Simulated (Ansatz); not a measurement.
Runs of Ansatz 0.2.0 on Al. Symmetry: Im-3m, No. 229, cubic system. The conventional cell has a = 3.182 Å, b = 3.182 Å, c = 3.182 Å, α = 90.00°, β = 90.00°, γ = 90.00°. Al (site symmetry m-3m) has 8 Al at 2.76 Å as nearest neighbours. This isn't the form of Al at room conditions, which is fcc.

```csv
task,level,potentials or basis,spin,cell,k mesh,cutoff (eV),smearing,driver,other keys,mesh quality,gap on the mesh (eV),pressure (GPa)
single point,BPBE+D4,PseudoDojo standard (PBE files),off,as given,12 × 12 × 12,544,methfessel-paxton 0.05 eV,-,-,not flagged,none,-2.3
density of states,wPBEh+D3(BJ)+ATM,Ansatz PAW polarizable,off,as given,8 × 8 × 8,420,methfessel-paxton 0.15 eV,chain,-,not flagged,none,(a)
single point,BPBE+D4,PseudoDojo standard,off,as given,12 × 12 × 12,544,methfessel-paxton 0.05 eV,calculator,-,not flagged,-,-2.3
ladder of functionals,PBEsol+D3(BJ),Ansatz PAW large core,"non-collinear, ferromagnetic start",as given,12 × 12 × 12,420,gaussian 0.1 eV,chain,hamiltonian.xc = pbesol; scf.eigensolver.kind = davidson; …,not flagged,none,-1.0
single point,BHLYP,SSSP precision PAW,off,volume scaled by 0.88,8 × 8 × 8,408,cold 0.1 eV,chain,-,coarse,none,16.9
```

**Question.** Estimate the missing entries.

**Answer.** (a) -1.6.

Caveats: some runs use coarse meshes; the potentials were made for another functional, which shifts forces and pressure (some runs); pairwise dispersion overbinds metals, which lowers pressure and volume (some runs); the dispersion damping was fitted for another functional or another form of the correction (some runs); the thresholds are loose for stress (some runs); the starting moments weren't kept (some runs).

A gap of «none» marks a metal or a gap under the smearing width.
